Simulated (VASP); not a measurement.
# SiC: relaxation of cell and atoms with r2SCAN+rVV10

SiC:

```xyz
8
Lattice="3.0757 0.0000 0.0000 -1.5378 2.6636 0.0000 0.0000 0.0000 10.0706" Properties=species:S:1:pos:R:3 pbc="T T T"
Si    1.5378    0.8879    9.4447
Si    0.0000    1.7758    4.4094
Si    0.0000    0.0000    6.9275
Si    0.0000    0.0000    1.8922
C     1.5378    0.8879    7.5510
C     0.0000    1.7758    2.5157
C     0.0000    0.0000    5.0400
C     0.0000    0.0000    0.0046
```

The cell is a database's computed one.

- Program: VASP 6.6.1
- Task: relaxation of cell and atoms
- Functional: r2SCAN
- Dispersion: rVV10
- Potentials or basis: VASP PAW PBE potentials, release 64 (Si, C)
- Cutoff: 600 eV
- k mesh: 12 × 12 × 3
- Occupations: gaussian, width 0.03 eV
- Spin: no spin polarisation
- Further INCAR settings: ALGO = Normal; EDIFF = 1e-06; IBRION = 2; EDIFFG = -0.01; NSW = 90; ISIF = 3

```
Relaxed volume                         : 10.29 Å³/atom
Relaxed cell                           : a = 3.073 Å, b = 3.073 Å, c = 10.063 Å, α = 90.00°, β = 90.00°, γ = 120.00°
Space group after relaxing (to 0.05 Å) : P6_3mc (No. 186)
Energy gained by relaxing              : 0.0 meV/atom
Ionic steps                            : 3
Pressure after relaxing                : 0.0 GPa
Band gap on the k mesh                 : 2.58 eV, indirect (least direct gap 3.76 eV)
```

The path:
```csv
step,energy change (eV),largest force (eV/Å),pressure (GPa),volume (Å³)
1,0.0000,0.0039,-0.52,82.50
2,0.0001,0.0032,0.60,82.10
3,-0.0003,0.0010,0.00,82.31
```

Final structure:
```yaml
crystal:
  lattice:
    - [3.07331, 0.00000, 0.00000]
    - [-1.53665, 2.66156, 0.00000]
    - [0.00000, 0.00000, 10.06301]
  atoms:
    - { symbol: Si, position: [0.66667, 0.33333, 0.93784] }
    - { symbol: Si, position: [0.33333, 0.66667, 0.43784] }
    - { symbol: Si, position: [0.00000, 0.00000, 0.68789] }
    - { symbol: Si, position: [0.00000, 0.00000, 0.18789] }
    - { symbol: C, position: [0.66667, 0.33333, 0.74980] }
    - { symbol: C, position: [0.33333, 0.66667, 0.24980] }
    - { symbol: C, position: [0.00000, 0.00000, 0.50047] }
    - { symbol: C, position: [0.00000, 0.00000, 0.00047] }
```

Levels at points of the mesh, in eV from the valence-band top:
| k point | band 13 | band 14 | band 15 | band 16 | band 17 | band 18 | band 19 | band 20 |
| --- | --- | --- | --- | --- | --- | --- | --- | --- |
| (0.00, 0.00, 0.00) | -0.61 | -0.05 | 0.00 | 0.00 | 5.69 | 6.28 | 6.92 | 6.93 |
| (0.50, 0.00, 0.00) | -2.48 | -2.34 | -1.65 | -1.18 | 2.58 | 2.74 | 4.71 | 5.27 |

It took 6.8 min on 2 MPI ranks on Intel(R) Xeon(R) 6975P-C (Granite Rapids) (shared host), peak memory 0.49 GiB a rank.

Caveat: the PAW data sets were made with another functional, which shifts forces and pressure a little; an odd mesh through Γ misses points on the zone boundary, where band edges often lie. r2SCAN opens gaps a little over a GGA but as a rule still falls short of measured ones.
